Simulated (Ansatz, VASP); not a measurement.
Gd in VASP and in Ansatz

```
Gd
1.0
     0.00000    2.58582    2.58582
     2.58582    0.00000    2.58582
     2.58582    2.58582    0.00000
Gd
1
Direct
  0.00000 0.00000 0.00000
```

This isn't the form of Gd at room conditions, which is hcp.

Alike in both runs: task single point; functional PBE; k mesh 6 × 6 × 6; occupations gaussian, width 0.05 eV; collinear spin.

```csv
,VASP,Ansatz
version,VASP 6.6.1,Ansatz 0.2.0
potentials or method,"VASP PAW PBE potentials, release 64 (Gd)","scalar-relativistic, plane waves, PAW"
plane-wave cutoff (eV),520,420
valence electrons in the cell,18,18
```

```csv
,VASP,Ansatz,Ansatz less VASP
gap on the k mesh at the Fermi level (eV),none,none,-
pressure (GPa),-1.7,-1.6,+0.08
net moment per atom (μB),7.43,7.43,-0.001
size of the moment on the site where the two differ most (μB),6.92,7.23,+0.312
```

Site moments also hang on the region over which each program counts them. A gap of «none» marks a metal or a gap that the smearing closes.

Caveats: spin-orbit coupling is left out, which moves the levels of the heavy elements. The state reached can hang on the start; a lower one may exist.
